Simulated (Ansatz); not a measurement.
## Lattice vibrations of SiNi at Γ at 25 GPa

Theory: DFT PBE, scalar-relativistic, plane waves, PAW in Ansatz 0.2.0. Cutoff 420 eV, 16×14×10 k-points (Γ-centred), Fermi-Dirac smearing of 0.15 eV. No spin polarisation. Phonons by linear response, acoustic sum rule imposed.

The cell, relaxed at 25 GPa:
```yaml
crystal:
  lattice:
    - [2.78902, 0.00000, 0.00000]
    - [0.00000, 3.24402, 0.00000]
    - [0.00000, 0.00000, 4.60815]
  atoms:
    - { symbol: Si, position: [0.50000, 0.50000, 0.84561] }
    - { symbol: Si, position: [0.00000, 0.00000, 0.15439] }
    - { symbol: Ni, position: [0.50000, 0.50000, 0.34560] }
    - { symbol: Ni, position: [0.00000, 0.00000, 0.65440] }
```

In a metal, frequencies and elastic constants depend on the k mesh and the smearing, soft modes and shear constants most. Spin polarisation was left out, and a magnetic state may lie lower. Other phases may be more stable at this pressure.

Q: Is this structure stable against zone-centre distortions?

A: Yes, at Γ: no optical mode is imaginary. Strains and other wave vectors aren't tested by this run.

Q: List the optical modes at Γ (i marks imaginary ones).

A:
| frequency (cm⁻¹) | degeneracy |
| --- | --- |
| 201 | 1 |
| 232 | 1 |
| 286 | 1 |
| 287 | 1 |
| 327 | 1 |
| 333 | 1 |
| 413 | 1 |
| 424 | 1 |
| 465 | 1 |

This form isn't the usual stable structure of the compound at low pressure.

Cost: 1 run of about 5.1 core-minutes, on Arm Neoverse V1 (shared hosts).